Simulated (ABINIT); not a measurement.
Here is an ABINIT 10.8.3 (patched build) calculation.

The input run.abi:

```
# Pseudopotentials
pp_dirpath "./"
pseudos "Ga.upf"

# Structure
acell 2.7784220849 3.28160879 4.2103547521 Angstrom
rprim
     1.0000000000     0.0000000000     0.0000000000
     0.0000000000     1.0000000000     0.0000000000
    -0.3190778872     0.0000000000     0.9477284959
ntypat 1
znucl 31
natom 2
typat 1 1
xred
     0.1345962700     0.7500000000     0.7701668300
     0.8654037300     0.2500000000     0.2298331700
chkprim 0
chksymtnons 0
tolsym 1.0e-6

# Plane-wave basis
ecut 36.0

# k points
kptopt 1
ngkpt 8 6 5
nshiftk 1
shiftk 0.0 0.0 0.0

# Exchange and correlation
ixc -116133

# Bands and occupations
nband 17
occopt 3
tsmear 0.05 eV

# SCF cycle
nstep 100
tolvrs 1.0e-10

# Output
iomode 3
prtwf 0
prteig 0
prtebands 0
prtden 1
prtvha 1
prtvclmb 1
prtpot 1
prtelf 1
```

Potentials or basis: PseudoDojo NC SR PBEsol v0.4.1 standard.

Launch:

```sh
$ mpirun --bind-to none -np 4 abinit run.abi > log 2>&1
```

Problem. What does it give for the band gap on the k mesh?

Solution. None (metal or under the smearing width).

Problem. What does it give for the largest force?

Solution. 0.147 eV/Å.

Problem. Predict the pressure.

Solution. -2.5 GPa.

Forces in eV/Å, atoms in the order of the input:
```
Ga  -0.003  0.000 -0.147
Ga   0.003  0.000  0.147
```
